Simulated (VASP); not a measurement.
Here is a VASP 6.6.1 calculation.

Contents of INCAR:

```
PREC = Accurate
ENCUT = 520
EDIFF = 1E-6
ISMEAR = 1
SIGMA = 0.05
LREAL = F
LASPH = T
NELM = 100
ALGO = Fast
ISIF = 2
LWAVE = F
LCHARG = F
GGA = PS
NBANDS = 35
```

The input KPOINTS:

```
Automatic mesh
0
Gamma
  5 5 5
```

Contents of POSCAR:

```
Al2O3
1.0
    2.4570847448      1.4186006259      4.4717032637
   -2.4570847448      1.4186006259      4.4717032637
    0.0000000000     -2.8372012517      4.4717032637
Al O
4 6
Direct
    0.3521600000      0.3521600000      0.3521600000
    0.1478400000      0.1478400000      0.1478400000
    0.6478400000      0.6478400000      0.6478400000
    0.8521600000      0.8521600000      0.8521600000
    0.5566800000      0.9433200000      0.2500000000
    0.2500000000      0.5566800000      0.9433200000
    0.9433200000      0.2500000000      0.5566800000
    0.4433200000      0.0566800000      0.7500000000
    0.7500000000      0.4433200000      0.0566800000
    0.0566800000      0.7500000000      0.4433200000
```

Potentials or basis: VASP PAW PBE potentials, release 64 (Al, O).

Launch:

```sh
$ cat potpaw_PBE.64/Al/POTCAR potpaw_PBE.64/O/POTCAR > POTCAR
$ mpirun -np 1 vasp_std > vasp.out
```

(1) What does it give for the band gap on the k mesh?

(2) Estimate the largest force.

## Answers

(1) 4.97 eV, direct.

(2) 0.157 eV/Å.

Caveat: the potentials were made for another functional, which shifts forces and pressure.

**The experiment to reproduce.**

From “Multi-petahertz electron interference in Cr:Al2O3 solid-state material”, 2018, pmc:5906618, for a bulk crystal of Al2O3: band gap 8.7 eV (optical).

Against the measured gap of Al2O3, 8.7 eV (optical; quoted in “Multi-petahertz electron interference in Cr:Al2O3 solid-state material”, 2018, pmc:5906618), the calculated 4.97 eV is off by -3.73 eV. The value is that of PBEsol, without temperature or zero-point motion. Semilocal functionals fall short of measured gaps as a rule.
